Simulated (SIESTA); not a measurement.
# Cu under changes of volume

One of the cells (11.687 Å³/atom); the others are scaled copies at fixed shape and fractional positions:

```
Cu
1.0
    -1.45235    1.45235    1.38519
     1.45235   -1.45235    1.38519
     1.45235    1.45235   -1.38519
Cu
1
Direct
  0.00000 0.00000 0.00000
```

This isn't the form of Cu at room conditions, which is fcc.

| Quantity | Value |
| --- | --- |
| Program | SIESTA 5.4.2 |
| Functional | PBE |
| Potentials or basis | PseudoDojo 0.4 standard (PBE files) |
| Basis | DZP (energy shift 0.002 Ry) |
| Grid cutoff | 800 Ry |
| Energy shift | 0.002 Ry |
| k mesh | 13 × 13 × 13 |
| Occupations | fermi-dirac, width 0.05 eV |
| Spin | no spin polarisation |

```tsv
volume (Å³/atom)	energy over the lowest point (meV/atom)	pressure (GPa)
10.771	62.52	19.2
11.000	38.69	14.3
11.229	21.13	10.4
11.687	?	?
11.916	0.00	0.0
12.146	1.76	-2.4
```

Question: What does the run at 11.687 Å³/atom give?

Answer: Energy over the lowest point 2.23 meV/atom; pressure 3.2 GPa.

Worked out: A Birch-Murnaghan fit of order 3 (a polynomial in V^(-2/3)) to the other rows has its minimum at 11.93 Å³/atom with B0 = V·E''(V) = 148 GPa and B' = 4.6 at fixed shape and positions, which overstates the stiffness. It gives 2.33 meV/atom at 11.687 Å³/atom, against the run's 2.23, and -dE/dV = 3.2 GPa, against 3.2.

Energies are extrapolated to zero smearing.

Caveats: semicore shells carry a single zeta, which can move pressures by several GPa and volumes by a few percent; the basis of atomic orbitals isn't converged, which shifts pressures, moduli and gaps.
